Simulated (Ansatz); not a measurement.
# V, one cell by several methods

```yaml
crystal:
  lattice:
    - [0.00000, 2.77830, 2.77830]
    - [2.77830, 0.00000, 2.77830]
    - [2.77830, 2.77830, 0.00000]
  atoms:
    - { symbol: V, position: [0.00000, 0.00000, 0.00000] }
    - { symbol: V, position: [0.25000, 0.25000, 0.25000] }
```

Atoms are numbered in the order listed.

The cell was built from the diamond type and relaxed in the same program; it needn't be a known or the stable phase. The listed cell was then made from it by scaling, straining or moving an atom.

Other magnetic orders may lie lower; this is the state that the run reached.

All numbers are computed: DFT, PBE, PAW with Ansatz's default frozen-core files, scalar-relativistic (Ansatz 0.2.0); DFT, PBE, all-electron PAW with datasets made for the crystal, scalar-relativistic (Ansatz 0.2.0); DFT, PBE, all-electron LAPW, scalar-relativistic (Ansatz 0.2.0).

For PAW: a Γ-centred 10×10×10 k mesh, Fermi–Dirac smearing of 0.08 eV, cutoff 420 eV, spin-polarised from start moments V1 1.5, V2 1.5 μB. The crystal-made all-electron datasets (AE datasets) take a cutoff of 320 eV at this cell. LAPW targets a basis error of 1 meV/atom. The Ansatz runs share mesh, smearing and spin set-up. Plane-wave (PAW) pressures include the program's estimate of the Pulay term.

Stress and pressure are positive in compression.

The change that made this cell: volume scaled by 1.05.

| method | moment of the cell (μB) | site moments (μB) | symmetry operations kept | pressure (GPa) |
| --- | --- | --- | --- | --- |
| PAW | 3.82 | V1 1.48 | 48 | -2.68 |
| AE datasets | 3.82 | V1 1.48 | 48 | -2.70 |
| LAPW | 3.82 | V1 1.63 | 48 | -2.71 |

(1) Can the differences be read as the error of the PAW files?

## Answers

(1) Yes, as far as these numbers show: moments and symmetry agree, so the runs reached one state, and PAW's pressure is off by +0.03 GPa.
